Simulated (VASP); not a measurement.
# What goes wrong when BaTiO3 is relaxed with a bad input, part 2 of 2

Some relaxations of BaTiO3 get a fault in the input on purpose. Which of them show, and how? The starting structure is a measured crystal structure from the Crystallography Open Database. The first relaxation on each setting starts from this cell expanded by 3 % in volume.

VASP 6.6.1.

Results so far: reference 12.81 Å³ an atom.

### 4. Relaxation with a leftover external pressure of 100 kbar

Level of this step: PBEsol, spin-polarised from an antiferromagnetic start; plane waves and PAW (Ba_sv, Ti_sv, O) (VASP).

A slip made on purpose: a leftover external pressure of 100 kbar. Against step 2 the input has PSTRESS = 100 (also changed: NELM).

Contents of INCAR:

```
SYSTEM = BaTiO3
PREC = Accurate
ENCUT = 520
EDIFF = 1E-06
NELM = 60
ISMEAR = 0
SIGMA = 0.03
LREAL = .FALSE.
ALGO = Normal
GGA = PS
NBANDS = 55
ISPIN = 2
MAGMOM = 0 0 1 -1 0 0 0 0 0 0
LASPH = .TRUE.
LMAXMIX = 4
LORBIT = 11
LWAVE = .FALSE.
LCHARG = .FALSE.
KPAR = 16
IBRION = 2
NSW = 50
ISIF = 3
EDIFFG = -0.006
PSTRESS = 100
```

Contents of POSCAR:

```
BaTiO3
1.0
    4.0299922726      0.0000000000      0.0000000000
    0.0000000000      4.0299922726      0.0000000000
    0.0000000000      0.0000000000      8.1257291417
Ba Ti O
2 2 6
Direct
    0.0000000000      0.0000000000      0.0000000000
    0.0000000000      0.0000000000      0.5000000000
    0.5000000000      0.5000000000      0.2610000000
    0.5000000000      0.5000000000      0.7610000000
    0.0000000000      0.5000000000      0.2440000000
    0.0000000000      0.5000000000      0.7440000000
    0.5000000000      0.0000000000      0.2440000000
    0.5000000000      0.0000000000      0.7440000000
    0.5000000000      0.5000000000      0.4895000000
    0.5000000000      0.5000000000      0.9895000000
```

Contents of KPOINTS:

```
Automatic mesh
0
Gamma
6 6 4
0 0 0
```

Potentials, in the order of the species: Ba_sv, Ti_sv and O (PBE family, release 64).

Run with:

```console
> mpirun -np 16 vasp_std
```

The program printed:

```text
[... set-up lines as in an earlier step ...]
 entering main loop
       N       E                     dE             d eps       ncg     rms          rms(c)
[... 16 cycles as in an earlier step ...]
   1 F= -.75687657E+02 E0= -.75687657E+02  d E =-.756877E+02  mag=    -0.0000
[... from here on, the cycles between the ionic steps are left out ...]
   2 F= -.75221140E+02 E0= -.75221140E+02  d E =0.466516E+00  mag=    -0.0000
   3 F= -.76225926E+02 E0= -.76225926E+02  d E =-.538269E+00  mag=    -0.0000
   5 F= -.76258543E+02 E0= -.76258543E+02  d E =-.322678E-01  mag=    -0.0000
   7 F= -.76265438E+02 E0= -.76265438E+02  d E =-.679430E-02  mag=     0.0000
   9 F= -.76271399E+02 E0= -.76271399E+02  d E =-.224652E-02  mag=     0.0000
  11 F= -.76273489E+02 E0= -.76273489E+02  d E =-.200748E-02  mag=    -0.0000
  13 F= -.76274578E+02 E0= -.76274578E+02  d E =-.309647E-02  mag=    -0.0000
  15 F= -.76274922E+02 E0= -.76274922E+02  d E =-.344203E-03  mag=     0.0000
  17 F= -.76275089E+02 E0= -.76275089E+02  d E =-.166446E-03  mag=    -0.0000
  19 F= -.76275087E+02 E0= -.76275087E+02  d E =-.164704E-03  mag=     0.0000
  21 F= -.76275131E+02 E0= -.76275131E+02  d E =-.434558E-04  mag=     0.0000
  23 F= -.76275165E+02 E0= -.76275165E+02  d E =-.314687E-04  mag=     0.0000
  25 F= -.76275198E+02 E0= -.76275198E+02  d E =-.236523E-04  mag=     0.0000
  27 F= -.76275236E+02 E0= -.76275236E+02  d E =-.162427E-04  mag=    -0.0000
  29 F= -.76275246E+02 E0= -.76275246E+02  d E =-.261361E-04  mag=    -0.0000
  31 F= -.76275252E+02 E0= -.76275252E+02  d E =-.325795E-04  mag=    -0.0000
  33 F= -.76275263E+02 E0= -.76275263E+02  d E =-.113860E-04  mag=    -0.0000
[...]
hard stop encountered!  aborting job ...
[...]
soft stop encountered!  aborting job ...
  34 F= -.76275279E+02 E0= -.76275279E+02  d E =-.161472E-29  mag=    -0.0000
 deleting file STOPCAR
```

Wall time 6.8 min (16 MPI ranks of Intel Xeon 6975P-C (Granite Rapids), shared host); peak memory 8.8 GiB.

The run was stopped at its time limit, after 34 ionic steps.

### 5. Relaxation with low precision and a small cutoff

A slip made on purpose: low precision and a small cutoff. Against step 2 the input has PREC = Low and ENCUT = 320 (also changed: NELM).

Edit INCAR of step 4 so:

```diff
@@ -1,4 +1,4 @@
 SYSTEM = BaTiO3
-PREC = Accurate
-ENCUT = 520
+PREC = Low
+ENCUT = 320
 EDIFF = 1E-06
@@ -23,2 +23 @@
 EDIFFG = -0.006
-PSTRESS = 100
```

POSCAR is that of step 4.

KPOINTS is that of step 4.

Run with:

```console
> mpirun -np 16 vasp_std
```

The program printed:

```text
[... set-up lines as in an earlier step ...]
 entering main loop
       N       E                     dE             d eps       ncg     rms          rms(c)
DAV:   1     0.746780903509E+03    0.74678E+03   -0.29744E+04  6600   0.112E+03
DAV:   2    -0.444018971913E+01   -0.75122E+03   -0.70188E+03  7533   0.369E+02
DAV:   3    -0.967827772767E+02   -0.92343E+02   -0.91248E+02  8780   0.135E+02
DAV:   4    -0.102922871871E+03   -0.61401E+01   -0.61228E+01 10144   0.303E+01
[...]
DAV:  14    -0.844593984585E+02   -0.32162E-05   -0.77339E-05  9633   0.679E-02    0.256E-02
DAV:  15    -0.844594155639E+02   -0.17105E-04   -0.21855E-05  7552   0.230E-02    0.106E-02
DAV:  16    -0.844594160706E+02   -0.50670E-06   -0.17159E-06  5768   0.754E-03
   1 F= -.84459416E+02 E0= -.84459416E+02  d E =-.844594E+02  mag=     0.0000
[... from here on, the cycles between the ionic steps are left out ...]
   2 F= -.76925091E+02 E0= -.76925091E+02  d E =0.753432E+01  mag=     0.0000
   3 F= -.85861195E+02 E0= -.85861195E+02  d E =-.140178E+01  mag=     0.0000
   5 F= -.85872720E+02 E0= -.85872720E+02  d E =-.141330E+01  mag=    -0.0000
   7 F= -.85937743E+02 E0= -.85937743E+02  d E =-.650230E-01  mag=    -0.0000
   9 F= -.85959132E+02 E0= -.85959132E+02  d E =-.213893E-01  mag=    -0.0000
  11 F= -.85963823E+02 E0= -.85963823E+02  d E =-.469116E-02  mag=    -0.0000
  13 F= -.85972263E+02 E0= -.85972263E+02  d E =-.843976E-02  mag=    -0.0000
  15 F= -.85972850E+02 E0= -.85972850E+02  d E =-.587329E-03  mag=    -0.0000
  17 F= -.85973267E+02 E0= -.85973267E+02  d E =-.416764E-03  mag=     0.0000
  19 F= -.85973394E+02 E0= -.85973394E+02  d E =-.127110E-03  mag=     0.0000
  21 F= -.85973429E+02 E0= -.85973429E+02  d E =-.347592E-04  mag=    -0.0000
  23 F= -.85973509E+02 E0= -.85973509E+02  d E =-.794155E-04  mag=     0.0000
  25 F= -.85973520E+02 E0= -.85973520E+02  d E =-.113665E-04  mag=    -0.0000
  26 F= -.85973519E+02 E0= -.85973519E+02  d E =-.108263E-04  mag=    -0.0000
  27 F= -.85973531E+02 E0= -.85973531E+02  d E =-.113556E-04  mag=    -0.0000
 trial-energy change:   -0.000011  1 .order   -0.000011   -0.000017   -0.000005
 step:   0.9439(harm=  0.9439)  dis= 0.00073  next Energy=   -85.973531 (dE=-0.118E-04)
 reached required accuracy - stopping structural energy minimisation
```

The job ended after 1.9 min (16 MPI ranks; peak memory 4.7 GiB).

From OUTCAR (step 5):

```text
  Total        0.0259579      0.0259579      0.0024013      0.0000000     -0.0000000      0.0000000
  in kB        0.3555234      0.3555234      0.0328880      0.0000000     -0.0000000      0.0000000
  external PRESSURE =       0.2479782 kB  Pullay stress =       0.0000000 kB

 POSITION                                       TOTAL-FORCE (eV/Angst)
 -----------------------------------------------------------------------------------
      0.00000      0.00000      7.75679        -0.000000     -0.000000     -0.000773
      0.00000      0.00000      3.86918        -0.000000     -0.000000     -0.000773
      1.93941      1.93941      1.92643         0.000000     -0.000000     -0.002577
      1.93941      1.93941      5.81404        -0.000000     -0.000000     -0.002577
      0.00000      1.93941      1.92595        -0.000000      0.000000      0.000533
      0.00000      1.93941      5.81356        -0.000000      0.000000      0.000533
      1.93941      0.00000      1.92595        -0.000000      0.000000      0.000533
      1.93941      0.00000      5.81356        -0.000000      0.000000      0.000533
      1.93941      1.93941      3.86970        -0.000000      0.000000      0.002285
      1.93941      1.93941      7.75731         0.000000      0.000000      0.002285
 -----------------------------------------------------------------------------------
    total drift:                                0.000000     -0.000000      0.095469

  FREE ENERGIE OF THE ION-ELECTRON SYSTEM (eV)
  ---------------------------------------------------
  free  energy   TOTEN  =       -85.9735307228 eV

  energy  without entropy=      -85.9735307228  energy(sigma->0) =      -85.97353072

 magnetization (x)
# of ion       s       p       d       tot
------------------------------------------
    1        0.000  -0.000  -0.000  -0.000
    2       -0.000   0.000   0.000   0.000
    3       -0.000   0.000  -0.000  -0.000
    4        0.000  -0.000   0.000   0.000
    5       -0.000  -0.000   0.000  -0.000
    6        0.000   0.000   0.000   0.000
    7       -0.000  -0.000   0.000  -0.000
    8        0.000   0.000   0.000   0.000
    9        0.000   0.000   0.000   0.000
   10       -0.000  -0.000   0.000  -0.000
--------------------------------------------------
tot          0.000   0.000   0.000   0.000

[... 2 parts as in an earlier step ...]

[... 2 further parts left out ...]
[key lines of the parts left out:]
E-fermi :   4.6203
```

With low precision and a small cutoff the cell ends at 11.698 Å³ an atom, -8.67 % from the reference, in a cell of other symmetry than the reference's.

### 6. Relaxation with a loose energy criterion for the relaxation

A slip made on purpose: a loose energy criterion for the relaxation. Against step 2 the input has EDIFFG = 0.1 (also changed: NELM).

Edit INCAR of step 5 so:

```diff
@@ -1,4 +1,4 @@
 SYSTEM = BaTiO3
-PREC = Low
-ENCUT = 320
+PREC = Accurate
+ENCUT = 520
 EDIFF = 1E-06
@@ -22,2 +22,2 @@
 ISIF = 3
-EDIFFG = -0.006
+EDIFFG = 0.1
```

POSCAR is that of step 5.

KPOINTS is that of step 5.

Run with:

```console
> mpirun -np 16 vasp_std
```

The program printed:

```text
[... set-up lines as in an earlier step ...]
 entering main loop
       N       E                     dE             d eps       ncg     rms          rms(c)
[... 16 cycles as in an earlier step ...]
   1 F= -.83924488E+02 E0= -.83924488E+02  d E =-.839245E+02  mag=    -0.0000
[...]
N       E                     dE             d eps       ncg     rms          rms(c)
DAV:   1    -0.860003271451E+02   -0.20758E+01   -0.63222E+01  8476   0.504E+01    0.126E+01
DAV:   2    -0.841811538764E+02    0.18192E+01   -0.62893E+00  8251   0.145E+01    0.440E+00
DAV:   3    -0.838869020998E+02    0.29425E+00   -0.15266E+00  8950   0.559E+00    0.853E-01
DAV:   4    -0.839044142274E+02   -0.17512E-01   -0.33036E-01  9716   0.189E+00    0.698E-01
[...]
DAV:  10    -0.839265056426E+02   -0.79256E-05   -0.23770E-05 10998   0.189E-02    0.772E-03
DAV:  11    -0.839265072076E+02   -0.15650E-05   -0.23384E-06  7076   0.848E-03    0.185E-03
DAV:  12    -0.839265071196E+02    0.88082E-07   -0.21765E-07  4105   0.256E-03
   2 F= -.83926507E+02 E0= -.83926507E+02  d E =-.201896E-02  mag=     0.0000
 trial-energy change:   -0.002019  1 .order    0.006553   -0.289603    0.302710
 step:   0.5106(harm=  0.4889)  dis= 0.00359  next Energy=   -83.999570 (dE=-0.751E-01)
[...]
N       E                     dE             d eps       ncg     rms          rms(c)
DAV:   1    -0.844882050819E+02   -0.56170E+00   -0.15052E+01  8450   0.254E+01    0.609E+00
DAV:   2    -0.840646068295E+02    0.42360E+00   -0.15551E+00  8184   0.762E+00    0.217E+00
DAV:   3    -0.839967620406E+02    0.67845E-01   -0.42960E-01  7815   0.268E+00    0.711E-01
DAV:   4    -0.839943060253E+02    0.24560E-02   -0.81353E-02 10434   0.134E+00    0.500E-01
[...]
DAV:   8    -0.840003844901E+02   -0.76666E-04   -0.31708E-04  9844   0.564E-02    0.324E-02
DAV:   9    -0.840003891921E+02   -0.47020E-05   -0.25497E-05  8261   0.288E-02    0.650E-03
DAV:  10    -0.840003897189E+02   -0.52678E-06   -0.27053E-06  6717   0.772E-03
   3 F= -.84000390E+02 E0= -.84000390E+02  d E =-.759016E-01  mag=    -0.0000
[...]
reached required accuracy - stopping structural energy minimisation
```

Run time: 68 s. Hardware: 16 MPI ranks; peak memory 8.6 GiB; 18 min of CPU time.

Parts of OUTCAR (step 6):

```text
  Total       -0.4006669     -0.4006669      1.1329757      0.0000000     -0.0000000      0.0000000
  in kB       -5.0227246     -5.0227246     14.2028849      0.0000000     -0.0000000      0.0000000
  external PRESSURE =       1.3858119 kB  Pullay stress =       0.0000000 kB

 POSITION                                       TOTAL-FORCE (eV/Angst)
 -----------------------------------------------------------------------------------
      0.00000      3.98132      0.00351        -0.000000     -0.000000      0.119859
      0.00000      3.98132      4.03505        -0.000000     -0.000000      0.119859
      1.99066      1.99066      2.10509        -0.000000      0.000000     -0.188734
      1.99066      1.99066      6.13663        -0.000000      0.000000     -0.188734
      0.00000      1.99066      1.96872        -0.000000     -0.000000      0.000825
      0.00000      1.99066      6.00026        -0.000000     -0.000000      0.000825
      1.99066      3.98132      1.96872        -0.000000     -0.000000      0.000825
      1.99066      3.98132      6.00026        -0.000000     -0.000000      0.000825
      1.99066      1.99066      3.94007         0.000000     -0.000000      0.067226
      1.99066      1.99066      7.97160         0.000000     -0.000000      0.067226
 -----------------------------------------------------------------------------------
    total drift:                                0.000000      0.000000     -0.000715

  FREE ENERGIE OF THE ION-ELECTRON SYSTEM (eV)
  ---------------------------------------------------
  free  energy   TOTEN  =       -84.0003897189 eV

  energy  without entropy=      -84.0003897189  energy(sigma->0) =      -84.00038972

 magnetization (x)
# of ion       s       p       d       tot
------------------------------------------
    1       -0.000  -0.000  -0.000  -0.000
    2        0.000   0.000   0.000   0.000
    3        0.000   0.000  -0.000   0.000
    4       -0.000  -0.000   0.000  -0.000
    5        0.000   0.000   0.000   0.000
    6       -0.000  -0.000   0.000  -0.000
    7        0.000   0.000   0.000   0.000
    8       -0.000  -0.000   0.000  -0.000
    9        0.000  -0.000   0.000  -0.000
   10       -0.000   0.000   0.000   0.000
--------------------------------------------------
tot          0.000   0.000   0.000   0.000

[... 2 parts as in an earlier step ...]

[... 2 further parts left out ...]
[key lines of the parts left out:]
E-fermi :   4.0659
```

With a loose energy criterion for the relaxation the cell ends at 12.781 Å³ an atom, -0.22 % from the reference.

### 7. Relaxation with spin polarisation switched off

A slip made on purpose: spin polarisation switched off. Against step 2 the input has no ISPIN and no MAGMOM (also changed: NBANDS and LMAXMIX). This run starts from the cell of an earlier relaxation, which isn't shown; the restart sets up the plane waves anew.

Contents of INCAR:

```
SYSTEM = BaTiO3
PREC = Accurate
ENCUT = 520
EDIFF = 1E-06
NELM = 100
ISMEAR = 0
SIGMA = 0.03
LREAL = .FALSE.
ALGO = Normal
GGA = PS
NBANDS = 50
LASPH = .TRUE.
LORBIT = 11
LWAVE = .FALSE.
LCHARG = .FALSE.
KPAR = 16
IBRION = 2
NSW = 50
ISIF = 3
EDIFFG = -0.006
```

Contents of POSCAR:

```
BaTiO3
1.0
    3.9672638647      0.0000000000      0.0000000000
    0.0000000000      3.9672638647      0.0000000000
    0.0000000000      0.0000000000      8.1388160887
Ba Ti O
2 2 6
Direct
    0.0000000000      0.0000000000      0.0028694426
    0.0000000000      0.0000000000      0.5028694426
    0.5000000000      0.5000000000      0.2611561918
    0.5000000000      0.5000000000      0.7611561918
    0.0000000000      0.5000000000      0.2435747347
    0.0000000000      0.5000000000      0.7435747347
    0.5000000000      0.0000000000      0.2435747347
    0.5000000000      0.0000000000      0.7435747347
    0.5000000000      0.5000000000      0.4873248961
    0.5000000000      0.5000000000      0.9873248961
```

KPOINTS is that of step 6.

Run with:

```console
> mpirun -np 16 vasp_std
```

The program printed:

```text
[... set-up lines as in an earlier step ...]
 entering main loop
       N       E                     dE             d eps       ncg     rms          rms(c)
DAV:   1     0.100583833982E+04    0.10058E+04   -0.39986E+04  3000   0.174E+03
DAV:   2     0.470217048771E+02   -0.95882E+03   -0.90563E+03  3368   0.496E+02
DAV:   3    -0.945852935540E+02   -0.14161E+03   -0.13901E+03  4044   0.186E+02
DAV:   4    -0.103709653824E+03   -0.91244E+01   -0.91076E+01  4496   0.441E+01
[...]
DAV:  15    -0.840041880461E+02   -0.20533E-05   -0.26993E-05  4098   0.272E-02    0.150E-02
DAV:  16    -0.840041859000E+02    0.21460E-05   -0.16519E-05  4188   0.326E-02    0.776E-03
DAV:  17    -0.840041854684E+02    0.43161E-06   -0.44295E-06  3300   0.208E-02
   1 F= -.84004185E+02 E0= -.84004185E+02  d E =-.840042E+02
[...]
reached required accuracy - stopping structural energy minimisation
```

Wall time 15 s (16 MPI ranks); peak memory 5.9 GiB; 3.8 min of CPU time.

Parts of OUTCAR (step 7):

```text
  Total        0.0352678      0.0352678      0.0080750      0.0000000      0.0000000      0.0000000
  in kB        0.4411090      0.4411090      0.1009973      0.0000000      0.0000000      0.0000000
  external PRESSURE =       0.3277384 kB  Pullay stress =       0.0000000 kB

 POSITION                                       TOTAL-FORCE (eV/Angst)
 -----------------------------------------------------------------------------------
      0.00000      0.00000      0.02335        -0.000000     -0.000000     -0.001506
      0.00000      0.00000      4.09276        -0.000000     -0.000000     -0.001506
      1.98363      1.98363      2.12550        -0.000000      0.000000      0.004286
      1.98363      1.98363      6.19491        -0.000000      0.000000      0.004286
      0.00000      1.98363      1.98241        -0.000000      0.000000      0.000731
      0.00000      1.98363      6.05182        -0.000000      0.000000      0.000731
      1.98363      0.00000      1.98241        -0.000000     -0.000000      0.000731
      1.98363      0.00000      6.05182        -0.000000     -0.000000      0.000731
      1.98363      1.98363      3.96625         0.000000      0.000000     -0.004242
      1.98363      1.98363      8.03566         0.000000     -0.000000     -0.004242
 -----------------------------------------------------------------------------------
    total drift:                                0.000000      0.000000     -0.001057

  FREE ENERGIE OF THE ION-ELECTRON SYSTEM (eV)
  ---------------------------------------------------
  free  energy   TOTEN  =       -84.0041854684 eV

  energy  without entropy=      -84.0041854684  energy(sigma->0) =      -84.00418547

[... 1 part as in an earlier step ...]

[... 3 further parts left out ...]
[key lines of the parts left out:]
E-fermi :   4.0905
```

With spin polarisation switched off the cell ends at 12.810 Å³ an atom, +0.01 % from the reference.

### 8. All runs side by side

```tsv
run	ended	volume (Å³/atom)	change (%)	pressure left (GPa)	core minutes
reference	converged	12.809	-	0.04	130.0
an ionic step far too long	cut off by time	-	-	-	108.0
a leftover external pressure of 100 kbar	cut off by time	-	-	-	108.0
low precision and a small cutoff	converged	11.698	-8.67	0.02	29.6
a loose energy criterion for the relaxation	converged	12.781	-0.22	0.14	18.1
spin polarisation switched off	converged	12.81	0.01	0.03	28.3
```

Core minutes are wall time times ranks, summed over the relaxations behind a row (those for a bulk modulus apart), on shared hosts.

### 9. What came out

```json
{
  "volume of the reference": "12.81 Å³/atom",
  "volume against the reference, low precision and a small cutoff": "-8.67 %",
  "volume against the reference, a loose energy criterion for the relaxation": "-0.22 %",
  "volume against the reference, spin polarisation switched off": "+0.01 %",
  "run with an ionic step far too long": "cut off by time",
  "run with a leftover external pressure of 100 kbar": "cut off by time"
}
```

**Reading.** The runs with an ionic step far too long and a leftover external pressure of 100 kbar were cut off by time, so they give no result to compare. Finished, but with signs in the output that stand out against the reference: low precision and a small cutoff, with the volume changed by -8.7 %, in a cell of other symmetry than the reference's (signs: -29.8 GPa at the first ionic step (of the first relaxations, not shown; reference: -5.2 GPa) and an energy that rises by up to 0.8 eV an atom on the way); a loose energy criterion for the relaxation, with the volume changed by -0.2 % (signs: a stress of up to 1.4 GPa and forces of up to 0.19 eV/Å). Little came of spin polarisation switched off in this material. The reference holds hardly any moment itself, so leaving spin out changes little against it; other magnetic starts weren't tried. The reference was restarted once and some of the runs with a slip weren't, so their cells may not have settled fully. Further runs on this material are not shown.

[Lines on the potential files, build, host, timing and source positions are cut from VASP's logs without a mark.]

[Logs are printed without paths, hosts, clocks, repeated set-up lines and the standing remarks that a program may print on its own settings, such as how far it seeks lower states.]

[Hosts, paths, dates, database ids (printed as entryN), source tags and the programs' standing remarks are cut or masked in the printed files.]
